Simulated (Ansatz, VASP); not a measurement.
Y: VASP beside Ansatz

INCAR

```
SYSTEM = Y
PREC     = Accurate       ! precision mode
ENCUT    = 520            ! plane-wave cutoff, eV
EDIFF    = 1E-6           ! SCF threshold, eV
ISMEAR   = -1             ! smearing method
SIGMA    = 0.08           ! smearing width, eV
LREAL    = .False.        ! projectors in reciprocal space
LASPH    = .True.         ! aspherical terms in the spheres
NELM     = 100            ! most SCF steps
ALGO     = Normal         ! electronic algorithm
ISIF     = 2              ! what is computed and relaxed
LWAVE    = .False.        ! write WAVECAR
LCHARG   = .False.        ! write CHGCAR
GGA      = PE             ! functional
NBANDS   = 12             ! bands
```

KPOINTS

```
Automatic mesh
0
Gamma
  13 13 13
  0 0 0
```

POSCAR

```
Y
1.0
   -1.9662861831      1.9662861831      1.9662861831
    1.9662861831     -1.9662861831      1.9662861831
    1.9662861831      1.9662861831     -1.9662861831
Y
1
Direct
    0.0000000000      0.0000000000      0.0000000000
```

Input for Ansatz:

```yaml
crystal:
  lattice:
    - [-1.9662861831, 1.9662861831, 1.9662861831]
    - [1.9662861831, -1.9662861831, 1.9662861831]
    - [1.9662861831, 1.9662861831, -1.9662861831]
  atoms:
    - { symbol: "Y", position: [0.0, 0.0, 0.0] }
kpoints:
  mp_grid: { grid: [13, 13, 13] }
scf:
  occupations: { method: fermi_dirac, width: 0.08 }
hamiltonian:
  xc: pbe
  pseudopotentials: { kind: all_electron, lapw: { basis_error: 0.001 } }
output:
  forces: true
  stress: true
  eigenvalues: true
  populations: true
```

Change from the starting cell: volume scaled by 0.92, LAPW.

Alike in both runs: task single point; functional PBE; k mesh 13 × 13 × 13; occupations fermi-dirac, width 0.08 eV; no spin polarisation.

|  | VASP | Ansatz |
| --- | --- | --- |
| version | VASP 6.6.1 | Ansatz 0.2.0 |
| potentials or method | VASP PAW PBE potentials, release 64 (Y_sv) | all-electron LAPW, scalar-relativistic |
| plane-wave cutoff (eV) | 520 | see its input |

Ansatz gave:

| Item | Value |
| --- | --- |
| pressure (GPa) | 3.6 |

Task: Estimate VASP's values.

Result: Pressure (GPa): 3.5.

Ansatz ran all-electron here, so the differences hold the error of VASP's frozen core and of both bases.
